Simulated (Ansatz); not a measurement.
Runs of Ansatz 0.2.0 on AlPt. The structure is cubic, space group Pm-3m (No. 221). Conventional cell: a = 3.092 Å, b = 3.092 Å, c = 3.092 Å, α = 90.00°, β = 90.00°, γ = 90.00°. Around Pt (site symmetry m-3m) lie 8 Al at 2.68 Å. Al (site symmetry m-3m) has 8 Pt at 2.68 Å as nearest neighbours. Measurements of this composition are mostly on another form, of space group No. 198.

```tsv
task	level	cell	k mesh	cutoff (eV)	mesh quality	gap on the mesh (eV)	pressure (GPa)	relaxed volume (Å³/atom)
single point	r2SCAN50	as given	5 × 5 × 5	500	coarse	none	-	-
relaxation of cell and atoms	PBEsol+D4	relaxed	9 × 9 × 9	420	not flagged	none	0.0	(a)
density of states	r2SCAN+rVV10	as given	9 × 9 × 9	500	not flagged	none	-6.3	-
relaxation of cell and atoms	PBEsol	relaxed	9 × 9 × 9	420	not flagged	none	0.0	14.33
```

Alike in all rows: potentials or basis Ansatz PAW; no spin polarisation; smearing fermi-dirac 0.05 eV.

Problem. Estimate the missing entries.

Solution. (a) 14.09.

Caveats: some runs use coarse meshes; the PAW data sets come from PBE, with cores solved anew for the run's functional, which leaves a small shift of forces and pressure; the plane-wave basis is chosen anew once the cell has moved, so the energies of steps on either side of that aren't comparable (some runs); pairwise dispersion overbinds metals, which lowers pressure and volume (some runs); the density of states is complete only up to the lowest level of the last band computed (some runs).

A k mesh can miss the band edges, and the runs leave out spin-orbit coupling on Pt.

A gap of «none» marks a metal or a gap under the smearing width.

Not every run made on this cell is shown here.
